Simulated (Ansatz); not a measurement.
What moves the field gradients of Al2O3?

Cell of run 1: a refined structure from the COD, atoms as given.

Space group R-3c:H (No. 167); a = 4.7605, c = 12.9956 Å, γ = 120.00°.

| site | Wyckoff | site symmetry | x | y | z |
| --- | --- | --- | --- | --- | --- |
| Al | 12c | 3. | 0.0000 | 0.0000 | 0.3522 |
| O | 18e | .2 | 0.9733 | 0.3333 | 0.5833 |

One atom of each set is listed; the run and its k-mesh use a cell of 10 atoms with edges of 5.13, 5.13, 5.13 Å.

Relaxed positions (PBE, cell held):

Al (0.0000, 0.0000, 0.3521)
O (0.9731, 0.3333, 0.5833)

All runs are DFT with Ansatz 0.2.0 (plane waves and PAW, scalar-relativistic unless spin–orbit coupling is named, Γ-centred meshes, Fermi–Dirac smearing where given) in this cell.

Run 1: PBE, atoms as given; 420 eV, 8×8×8 k-points, smearing 0.02 eV.
Run 2: PBE, atoms relaxed; 420 eV, 8×8×8 k-points, smearing 0.02 eV.
Run 3: r2SCAN, at the relaxed atoms; 500 eV, 8×8×8 k-points, smearing 0.02 eV.
Run 4: LDA, at the relaxed atoms; 420 eV, 8×8×8 k-points, smearing 0.02 eV.
Run 5: PBEsol, at the relaxed atoms; 420 eV, 8×8×8 k-points, smearing 0.02 eV.

```csv
run,Al V_zz (η),O V_zz (η)
1,0.57 (0.00),-3.88 (0.51)
2,?,?
3,0.56 (0.00),-3.86 (0.51)
4,0.57 (0.00),-3.76 (0.51)
5,0.56 (0.00),-3.77 (0.51)
```

V_zz in 10²¹ V/m².

(1) Estimate the row of run 2.

Answers

(1) Al: 0.56 (0.00); O: -3.88 (0.51). It lies nearest to run 1, from whose tensors on these sites it differs by 0.01 at most (largest principal value of the difference). Taken one at a time, the functional (between the two that differ most) moves the tensors on these sites by up to 0.12 (largest principal value of the change, on O), the positions of the atoms (as given or relaxed) by 0.01.

With these PAW files V_zz is typically within 2 to 3 % of all-electron values, but misses above 10 % occur on Al. The cell isn't the equilibrium one in runs 1, 2, 4 (calculated pressure 7, 7, -5 GPa), and the entry's cell may itself be off.
